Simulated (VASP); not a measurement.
# MgO (P-6m2) in VASP: G0W0 quasiparticle levels with PBE

Aim: the G0W0 quasiparticle levels of MgO with PBE.

Everything below comes from runs of VASP 6.6.1. Logs are shortened: lines on timing, memory, paths and dates and some standing lists are left out, and cuts for length are marked.

## 1. The crystal as given

The structure is hexagonal, space group P-6m2 (No. 187). The conventional cell has a = 2.938 Å, b = 2.938 Å, c = 2.680 Å, α = 90.00°, β = 90.00°, γ = 120.00°. Mg (site symmetry -6m2) is surrounded by 6 O at 2.16 Å. Around O (site symmetry -6m2) lie 6 Mg at 2.16 Å.

Measurements of this composition are mostly on another form, of space group No. 225.

## 2. G0W0 quasiparticle levels, PBE

POSCAR reads:

```
MgO
1.0
    2.9380209034      0.0000000000      0.0000000000
   -1.4690104517      2.5444007392      0.0000000000
    0.0000000000      0.0000000000      2.6796800000
Mg O
1 1
Direct
    0.0000000000      0.0000000000      0.0000000000
    0.3333333333      0.6666666667      0.5000000000
```

INCAR.step1 reads:

```
SYSTEM = MgO
PREC     = Accurate       ! precision mode
ENCUT    = 450            ! plane-wave cutoff, eV
EDIFF    = 1E-8           ! SCF threshold, eV
ISMEAR   = 0              ! smearing method
SIGMA    = 0.01           ! smearing width, eV
LREAL    = .FALSE.        ! projectors in reciprocal space
LASPH    = .TRUE.         ! aspherical terms in the spheres
NELM     = 60             ! most SCF steps
ALGO     = Normal         ! electronic algorithm
LWAVE    = .TRUE.         ! write WAVECAR
LCHARG   = .FALSE.        ! write CHGCAR
GGA      = PE             ! functional
```

INCAR.step2 reads:

```
SYSTEM = MgO
PREC     = Accurate       ! precision mode
ENCUT    = 450            ! plane-wave cutoff, eV
EDIFF    = 1E-8           ! SCF threshold, eV
ISMEAR   = 0              ! smearing method
SIGMA    = 0.01           ! smearing width, eV
LREAL    = .FALSE.        ! projectors in reciprocal space
LASPH    = .TRUE.         ! aspherical terms in the spheres
NELM     = 1              ! most SCF steps
ALGO     = Exact          ! electronic algorithm
LWAVE    = .TRUE.         ! write WAVECAR
LCHARG   = .FALSE.        ! write CHGCAR
GGA      = PE             ! functional
NBANDS   = 173            ! bands
LOPTICS  = .TRUE.         ! frequency-dependent dielectric function
ISTART   = 1
```

INCAR.step3 reads:

```
SYSTEM = MgO
PREC     = Accurate       ! precision mode
ENCUT    = 450            ! plane-wave cutoff, eV
EDIFF    = 1E-8           ! SCF threshold, eV
ISMEAR   = 0              ! smearing method
SIGMA    = 0.01           ! smearing width, eV
LREAL    = .FALSE.        ! projectors in reciprocal space
LASPH    = .TRUE.         ! aspherical terms in the spheres
ALGO     = EVGW0          ! electronic algorithm
LWAVE    = .FALSE.        ! write WAVECAR
LCHARG   = .FALSE.        ! write CHGCAR
GGA      = PE             ! functional
NELMGW   = 1            
NBANDS   = 173            ! bands
ENCUTGW  = 240            ! cutoff of the response function
NOMEGA   = 50             ! frequency points
PRECFOCK = Fast         
ISTART   = 1            
NBANDSGW = 12
```

KPOINTS reads:

```
Automatic mesh
0
G
  6 6 6
  0 0 0
```

Potentials or basis: VASP PAW PBE potentials, release 64 (Mg_GW, O_GW).

On the command line:

```sh
cat potpaw_PBE.64/Mg_GW/POTCAR potpaw_PBE.64/O_GW/POTCAR > POTCAR
cp INCAR.step1 INCAR
mpirun -np 1 vasp_std > vasp.out
cp INCAR.step2 INCAR
mpirun -np 1 vasp_std > vasp.out
cp INCAR.step3 INCAR
mpirun -np 1 vasp_std > vasp.out
```

OUTCAR:

```text
SYSTEM = MgO
   PREC = Accurate
   ENCUT = 450
   EDIFF = 1E-8
   ISMEAR = 0
   LREAL = .FALSE.
   LASPH = .TRUE.
   GGA = PE
   NELMGW = 1
   ENCUTGW = 240
   PRECFOCK = Fast
   ISTART = 1

 ion  position               nearest neighbor table
   1  0.000  0.000  0.000-   2 2.16   2 2.16   2 2.16   2 2.16   2 2.16   2 2.16
   2  0.333  0.667  0.500-   1 2.16   1 2.16   1 2.16   1 2.16   1 2.16   1 2.16

  LATTYP: Found a hexagonal cell.
 ALAT       =     2.9380209034
 C/A-ratio  =     0.9120697531

  Lattice vectors:

 A1 = (   2.9380209034,   0.0000000000,   0.0000000000)
 A2 = (  -1.4690104517,   2.5444007392,   0.0000000000)
 A3 = (   0.0000000000,   0.0000000000,   2.6796800000)

Analysis of symmetry for initial positions (statically):
=====================================================================
 Subroutine PRICEL returns:
 Original cell was already a primitive cell.

 Routine SETGRP: Setting up the symmetry group for a
 hexagonal supercell.

 Subroutine GETGRP returns: Found 12 space group operations
 (whereof 12 operations were pure point group operations)
 out of a pool of 24 trial point group operations.

The static configuration has the point symmetry D_3h.

Analysis of symmetry for dynamics (positions and initial velocities):
=====================================================================
 Subroutine PRICEL returns:
 Original cell was already a primitive cell.

 Routine SETGRP: Setting up the symmetry group for a
 hexagonal supercell.

 Subroutine GETGRP returns: Found 12 space group operations
 (whereof 12 operations were pure point group operations)
 out of a pool of 24 trial point group operations.

The dynamic configuration has the point symmetry D_3h.

 Subroutine INISYM returns: Found 12 space group operations
 (whereof 12 operations are pure point group operations),
 and found     1 'primitive' translations

----------------------------------------------------------------------------------------

                                     Primitive cell

  volume of cell :      20.0320

  direct lattice vectors                    reciprocal lattice vectors
     2.938020903  0.000000000  0.000000000     0.340365175  0.196509926  0.000000000
    -1.469010452  2.544400739  0.000000000     0.000000000  0.393019851  0.000000000
     0.000000000  0.000000000  2.679680000     0.000000000  0.000000000  0.373178887

  length of vectors
     2.938020903  2.938020903  2.679680000     0.393019851  0.393019851  0.373178887

  position of ions in fractional coordinates (direct lattice)
     0.000000000  0.000000000  0.000000000
     0.333333333  0.666666667  0.500000000

  ion indices of the primitive-cell ions
   primitive index   ion index
                 1           1
                 2           2

----------------------------------------------------------------------------------------

 KPOINTS: Automatic mesh

Automatic generation of k-mesh.
 Grid dimensions read from file:
 generate k-points for:    6    6    6

 Generating k-lattice:

  Cartesian coordinates                     Fractional coordinates (reciprocal lattice)
     0.056727529  0.032751654  0.000000000     0.166666667 -0.000000000  0.000000000
     0.000000000  0.065503309  0.000000000     0.000000000  0.166666667  0.000000000
     0.000000000  0.000000000  0.062196481     0.000000000  0.000000000  0.166666667

  Length of vectors
     0.065503309  0.065503309  0.062196481

  Shift w.r.t. Gamma in fractional coordinates (k-lattice)
     0.000000000  0.000000000  0.000000000

 Subroutine IBZKPT returns following result:
 ===========================================

 Found     28 irreducible k-points:

 Following reciprocal coordinates:
            Coordinates               Weight
  0.000000  0.000000  0.000000      1.000000
  0.166667  0.000000  0.000000      6.000000
  0.333333  0.000000  0.000000      6.000000
  0.500000 -0.000000  0.000000      3.000000
  0.166667  0.166667  0.000000      6.000000
  0.333333  0.166667  0.000000     12.000000
[... 16 lines left out ...]
  0.166667  0.000000  0.500000      6.000000
  0.333333  0.000000  0.500000      6.000000
 [... further k-points ...]
   k-points           NKPTS =     28   k-points in BZ     NKDIM =    216   number of bands    NBANDS=    173
   number of dos      NEDOS =    301   number of ions     NIONS =      2
   total plane-waves  NPLWV =   8000
   dimension x,y,z NGX =    20 NGY =   20 NGZ =   20
   dimension x,y,z NGXF=    40 NGYF=   40 NGZF=   40
   ions per type =               1   1
   NGX,Y,Z   is equivalent  to a cutoff of  11.32, 11.32, 12.41 a.u.
   NGXF,Y,Z  is equivalent  to a cutoff of  22.63, 22.63, 24.82 a.u.
 SYSTEM =  MgO
   PREC   = accura    normal or accurate (medium, high low for compatibility)
   ISTART =      1    job   : 0-new  1-cont  2-samecut
   ICHARG =      0    charge: 1-file 2-atom 10-const
   ISPIN  =      1    spin polarized calculation?
   LNONCOLLINEAR =      F non collinear calculations
   LSORBIT =      F    spin-orbit coupling
   LASPH  =      T    aspherical Exc in radial PAW
   ENCUT  =  450.0 eV  33.07 Ry    5.75 a.u.   5.08  5.08  4.63*2*pi/ulx,y,z
   NELM   =     60;   NELMIN=  2; NELMDL=  0     # of ELM steps
   EDIFF  = 0.1E-07   stopping-criterion for ELM
   LREAL  =      F    real-space projection
   EDIFFG = 0.1E-06   stopping-criterion for IOM
   NSW    =      0    number of steps for IOM
   IBRION =     -1    ionic relax: 0-MD 1-quasi-New 2-CG
   NFREE  =      0    steps in history (QN), initial steepest desc. (CG)
   ISIF   =      0    stress and relaxation
   ISYM   =      3    0-nonsym 1-usesym 2-fastsym
   POTIM  = 0.5000    time-step for ionic-motion
   TEBEG  =    0.0;   TEEND  =   0.0 temperature during run
   PSTRESS=    0.0 pullay stress
   NELECT =       8.0000    total number of electrons
   NUPDOWN=      -1.0000    fix difference up-down
   EMIN   =  10.00;   EMAX   =-10.00  energy-range for DOS
   EFERMI =   0.00;   METHOD = LEGACY
   ISMEAR =     0;   SIGMA  =   0.01  broadening in eV -4-tet -1-fermi 0-gaus
   EFERMI_NEDOS =   21; number of points for ismear=-14 and -15
   IALGO  =     38    algorithm
   IMIX   =      4    mixing-type and parameters
     AMIX     =   0.40;   BMIX     =  1.00
     AMIX_MAG =   1.60;   BMIX_MAG =  1.00
  volume/ion in A,a.u.               =      10.02        67.59
  Fermi-wavevector in a.u.,A,eV,Ry     =   1.205583  2.278221 19.775115  1.453430
  Thomas-Fermi vector in A             =   2.341275
   LORBIT       =      0    0 simple, 1 ext, 2 COOP (PROOUT), +10 PAW based schemes
   GGA     = PE    functional components
   LHFCALC =     T    Hartree Fock is set to
   PRECFOCK=fast      Normal, Fast or Accurate (Low or Medium for compatibility)
   ENCUT4O =  -1.0   cutoff for four orbital integrals eV
   NKREDX  =     1    reduce k-point grid by
   NKREDY  =     1    reduce k-point grid by
   NKREDZ  =     1    reduce k-point grid by
   AEXX    =    1.0000 exact exchange contribution
   HFSCREEN=    0.0000 screening length (either q_TF or 0.3 A-1)
   HFSCREENC=   0.0000 screening length for correlation (either q_TF or 0.3 A-1)
   ENCUTFOCK=  -1.0 apply spherical cutoff to Coloumb kernel
   IVDW    =     0    specifies the selected vdW correction
   LEPSILON=     F    determine dielectric tensor
   LRPA    =     F    only Hartree local field effects (RPA)
   LRPAFORCE           =     F    calculate RPA forces
   ENCUTGW             = 240.0    cutoff for response function in eV
   ENCUTGWSOFT         = 192.0    soft cutoff for Coulomb kernel in GW response function in eV
   ENCUTLF             =  -1.0    cutoff for local field effects
   NELMGW              =     1    number of iterations in solving QP/BSE equation
   NELMHF              =     1    number of iterations in the inner HF iteration
   NKREDLFX            =     1    NKREDLFY  =   1   NKREDLFZ  =   1
 non-spin polarized calculation
 Gauss-broadening in eV      SIGMA  =   0.01
  energy-cutoff  :      450.00
  volume of cell :       20.03
 maximum number of plane-waves:       454
  NGX = 14; NGY = 14; NGZ = 12
   NGX = 11   NGY = 11   NGZ =  9
 maximum number of plane-waves:       181

 QP shifts <psi_nk| G(iteration)W_0 |psi_nk>: iteration 1
 for sc-GW calculations column KS-energies equals QP-energies in previous step
 and V_xc(KS)=  KS-energies - (<T + V_ion + V_H > + <T+V_H+V_ion>^1  + <V_x>^1)

 k-point   1 :       0.0000    0.0000    0.0000
  band No.  KS-energies  QP-energies   sigma(KS)   V_xc(KS)     V^pw_x(r,r')   Z            occupation Imag(sigma)

      1     -14.1317     -16.2389     -21.2629     -18.1398     -29.8649       0.6747       2.0000       1.1342
      2       2.7039       1.3563     -20.9436     -19.1644     -24.6114       0.7574       2.0000       0.0577
      3       2.7039       1.3563     -20.9436     -19.1644     -24.6114       0.7574       2.0000       0.0577
      4       2.9025       1.5478     -21.0556     -19.2676     -24.7077       0.7577       2.0000       0.0555
      5       6.3005       7.1904     -10.1277     -11.2059      -6.9366       0.8253       0.0000      -0.0895
      6      15.1771      16.1886      -7.7263      -8.9640      -3.2912       0.8173       0.0000      -0.1158
      7      18.8387      19.9299      -7.4371      -8.7795      -2.7160       0.8130       0.0000      -0.2180
      8      18.8387      19.9299      -7.4371      -8.7795      -2.7160       0.8130       0.0000      -0.2180
      9      23.1206      24.0793      -7.3665      -8.4913      -2.1269       0.8524       0.0000      -0.6836
     10      24.0824      25.4123      -9.2660     -10.9714      -3.4053       0.7798       0.0000      -0.6501
     11      25.7434      27.0706      -9.4944     -11.2147      -3.4210       0.7715       0.0000      -0.6854
     12      25.7434      27.0706      -9.4944     -11.2147      -3.4210       0.7715       0.0000      -0.6854

 k-point   2 :       0.1667    0.0000    0.0000
  band No.  KS-energies  QP-energies   sigma(KS)   V_xc(KS)     V^pw_x(r,r')   Z            occupation Imag(sigma)
[... 353 lines left out ...]
      1     -12.5384     -14.6575     -22.8212     -19.7596     -31.2400       0.6922       2.0000       0.9678
      2      -0.8826      -2.4932     -17.8035     -15.5855     -21.9916       0.7261       2.0000       0.1156
      3       0.6531      -0.9355     -18.9383     -16.8000     -22.8784       0.7429       2.0000       0.0796
      4       2.6519       1.2753     -20.9658     -19.1455     -24.7123       0.7563       2.0000       0.0606
      5       9.9408      10.8682      -8.2883      -9.4272      -4.3792       0.8144       0.0000      -0.0979
      6      14.4581      15.6672      -9.8276     -11.3416      -5.3646       0.7986       0.0000      -0.1340
      7      17.9132      19.1592     -10.1810     -11.7525      -5.2054       0.7929       0.0000      -0.2278
      8      17.9179      19.3348      -9.8048     -11.5994      -4.6584       0.7896       0.0000      -0.3075
      9      18.8399      20.0526      -7.4731      -8.9533      -2.7291       0.8193       0.0000      -0.2435
     10      24.5455      25.8918      -8.8479     -10.5712      -3.1785       0.7812       0.0000      -0.5832
     11      24.9057      26.1807      -9.2843     -10.8942      -3.6578       0.7920       0.0000      -0.5254
     12      30.8482      32.1996      -6.7856      -8.3855      -1.2735       0.8446       0.0000      -0.9296

 [... further k-points ...]
```

Run time: 7 min. Hardware: 1 thread of Intel Xeon 6975P-C (Granite Rapids), shared host; peak memory 0.65 GiB.

What came out:

| Quantity | Value |
| --- | --- |
| Band gap on the k mesh, mean-field level | 3.00 eV, indirect (least direct gap 3.40 eV) |
| Quasiparticle gap | 5.19 eV |
| Least direct quasiparticle gap | 5.64 eV |

Caveat: bands, screening cutoff and mesh are small and nothing is extrapolated, so the quasiparticle values aren't converged. A k mesh can miss the band edges.
